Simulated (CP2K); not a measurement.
Input of a CP2K 2026.2 run:

mgte_bands.inp

```
&GLOBAL
  PROJECT mgte_bands
  RUN_TYPE ENERGY_FORCE
  PRINT_LEVEL LOW
&END GLOBAL
&FORCE_EVAL
  METHOD QS
  STRESS_TENSOR ANALYTICAL
  &DFT
    BASIS_SET_FILE_NAME BASIS_MOLOPT
    POTENTIAL_FILE_NAME GTH_POTENTIALS
    &MGRID
      CUTOFF 1400
      REL_CUTOFF 60
      NGRIDS 5
    &END MGRID
    &QS
      METHOD GPW
      EPS_DEFAULT 1.0E-9
    &END QS
    &KPOINTS
      SCHEME MONKHORST-PACK 7 7 7
      GAMMA_CENTERED T
      SYMMETRY T
      SYMMETRY_BACKEND SPGLIB
    &END KPOINTS
    &SCF
      SCF_GUESS ATOMIC
      EPS_SCF 1.0E-6
      MAX_SCF 100
      ADDED_MOS 10
      CHOLESKY OFF
      EPS_EIGVAL 1.0E-7
      &DIAGONALIZATION ON
        ALGORITHM STANDARD
      &END DIAGONALIZATION
      &MIXING ON
        METHOD BROYDEN_MIXING
        ALPHA 0.4
        BETA 1.5
        NBUFFER 8
      &END MIXING
      &SMEAR ON
        METHOD FERMI_DIRAC
        ELECTRONIC_TEMPERATURE [K] 580.226
      &END SMEAR
    &END SCF
    &XC
      &XC_FUNCTIONAL PBE
      &END XC_FUNCTIONAL
    &END XC
    &PRINT
      &KPOINTS ON
      &END KPOINTS
      &MULLIKEN ON
      &END MULLIKEN
      &MO ON
        ENERGIES T
        OCCUPATION_NUMBERS T
        &EACH
          QS_SCF 0
        &END EACH
        ADD_LAST NUMERIC
      &END MO
      &BAND_STRUCTURE
        FILE_NAME bands.bs
        ADDED_MOS 6
        &KPOINT_SET
          UNITS B_VECTOR
          NPOINTS 6
          SPECIAL_POINT GAMMA 0.00000000 0.00000000 0.00000000
          SPECIAL_POINT X 0.50000000 0.00000000 0.50000000
          SPECIAL_POINT W 0.50000000 0.25000000 0.75000000
          SPECIAL_POINT K 0.37500000 0.37500000 0.75000000
          SPECIAL_POINT GAMMA 0.00000000 0.00000000 0.00000000
          SPECIAL_POINT L 0.50000000 0.50000000 0.50000000
          SPECIAL_POINT U 0.62500000 0.25000000 0.62500000
          SPECIAL_POINT W 0.50000000 0.25000000 0.75000000
          SPECIAL_POINT L 0.50000000 0.50000000 0.50000000
          SPECIAL_POINT K 0.37500000 0.37500000 0.75000000
        &END KPOINT_SET
        &KPOINT_SET
          UNITS B_VECTOR
          NPOINTS 6
          SPECIAL_POINT U 0.62500000 0.25000000 0.62500000
          SPECIAL_POINT X 0.50000000 0.00000000 0.50000000
        &END KPOINT_SET
      &END BAND_STRUCTURE
    &END PRINT
  &END DFT
  &SUBSYS
    &CELL
      A 4.5707365703 0.0000000000 0.0000000000
      B 2.2853682852 3.9583739839 0.0000000000
      C 2.2853682852 1.3194579946 3.7319907820
      PERIODIC XYZ
    &END CELL
    &COORD
      SCALED
      Te  0.2500000000 0.2500000000 0.2500000000
      Mg  0.0000000000 0.0000000000 0.0000000000
    &END COORD
    &KIND Te
      BASIS_SET DZVP-MOLOPT-SR-GTH-q6
      POTENTIAL GTH-PBE-q6
    &END KIND
    &KIND Mg
      BASIS_SET DZVP-MOLOPT-SR-GTH-q10
      POTENTIAL GTH-PBE-q10
    &END KIND
    &PRINT
      &ATOMIC_COORDINATES ON
      &END ATOMIC_COORDINATES
      &CELL ON
      &END CELL
    &END PRINT
  &END SUBSYS
  &PRINT
    &FORCES ON
    &END FORCES
    &STRESS_TENSOR ON
    &END STRESS_TENSOR
  &END PRINT
&END FORCE_EVAL
```

Potentials or basis: GTH_POTENTIALS Te GTH-PBE-q6, Mg GTH-PBE-q10; DZVP-MOLOPT-SR-GTH basis.

Run with:

```console
$ OMP_NUM_THREADS=1 cp2k.psmp -i mgte_bands.inp -o mgte_bands.out
```

Q: What does it give for the Mulliken charges?

A: Te -0.52; Mg +0.52 e.

Q: Predict the band gap along the path.

A: 2.24 eV, direct.

Levels at the corners of the path, in eV from the valence-band top:
```
point  band 4  band 5  band 6  band 7  band 8  band 9  band 10  band 11  band 12  band 13
    Γ  -42.09  -10.23    0.00    0.00    0.00    2.24     5.55     5.55     5.55    11.55
    X  -42.09   -9.37   -3.17   -1.27   -1.27    3.62     3.62    10.45    10.45    10.60
    W  -42.09   -9.38   -2.83   -1.94   -1.56    5.74     6.23     6.97     7.49    11.09
    K  -42.09   -9.40   -2.94   -2.04   -1.03    3.99     5.97     8.82     8.86     9.58
    Γ  -42.09  -10.23    0.00    0.00    0.00    2.24     5.55     5.55     5.55    11.55
    L  -42.09   -9.61   -3.35   -0.46   -0.46    3.15     6.20     6.20     9.18    12.66
    U  -42.09   -9.40   -2.94   -2.04   -1.03    3.99     5.97     8.82     8.86     9.58
    W  -42.09   -9.38   -2.83   -1.94   -1.56    5.74     6.23     6.97     7.49    11.09
    L  -42.09   -9.61   -3.35   -0.46   -0.46    3.15     6.20     6.20     9.18    12.66
    K  -42.09   -9.40   -2.94   -2.04   -1.03    3.99     5.97     8.82     8.86     9.58
    U  -42.09   -9.40   -2.94   -2.04   -1.03    3.99     5.97     8.82     8.86     9.58
    X  -42.09   -9.37   -3.17   -1.27   -1.27    3.62     3.62    10.45    10.45    10.60
```

Caveat: spin-orbit coupling is left out, which moves the levels of the heavy elements; the basis of atomic orbitals isn't converged, which shifts pressures, moduli and gaps.
